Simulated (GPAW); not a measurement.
Write an ASE script for GPAW 26.7.0 that does the following.

```yaml
Task: single point
Functional: PBE
Potentials_or_basis: GPAW PAW data sets (gpaw-data 1.2.1)
Cutoff: 600 eV
Basis: pw
k_mesh: 8 × 8 × 8
Occupations: gaussian, width 0.024 eV
Spin: no spin polarisation
Maxiter: 150
```

The structure of GaSb lies in POSCAR:

```
GaSb
1.0
    0.0000000000      3.0590000000      3.0590000000
    3.0590000000      0.0000000000      3.0590000000
    3.0590000000      3.0590000000      0.0000000000
Sb Ga
1 1
Direct
    0.7500000000      0.7500000000      0.7500000000
    0.0000000000      0.0000000000      0.0000000000
```

One way to write it, as run:

run.py

```python
from ase.dft.bandgap import bandgap
from ase.io import read, write
from ase.units import GPa
from gpaw import GPAW, PW

atoms = read('POSCAR')

calc = GPAW(mode=PW(600),
            xc='PBE',
            kpts={'size': (8, 8, 8), 'gamma': True},
            occupations={'name': 'methfessel-paxton', 'order': 0, 'width': 0.024},
            nbands=18,
            convergence={'density': 1e-05, 'energy': 1e-05},
            maxiter=150,
            txt='gpaw.txt')
atoms.calc = calc
energy = atoms.get_potential_energy()
forces = atoms.get_forces()
stress = atoms.get_stress()
calc.write('gs.gpw')
write('result.traj', atoms)
print(f'Energy: {energy:.6f} eV')
print('Forces (eV/A):')
print(forces.round(4))
print('Stress (GPa):', (stress / GPa).round(3))
print('Fermi level:', round(calc.get_fermi_level(), 4), 'eV')
print(f'Gap: {bandgap(calc)[0]:.4f} eV, direct: {bandgap(calc, direct=True)[0]:.4f} eV')
```

Potentials or basis: GPAW PAW data sets (gpaw-data 1.2.1), pw.

Run with:

```sh
$ OMP_NUM_THREADS=1 python run.py
```

Results of the run:

```
Pressure               : 2.3 GPa
Band gap on the k mesh : 0.09 eV, direct
```

Caveat: spin-orbit coupling is left out, which moves the levels of the heavy elements.

It took 12 s on 1 thread of Arm Neoverse V2, with other jobs on the host, peak memory 0.17 GiB.
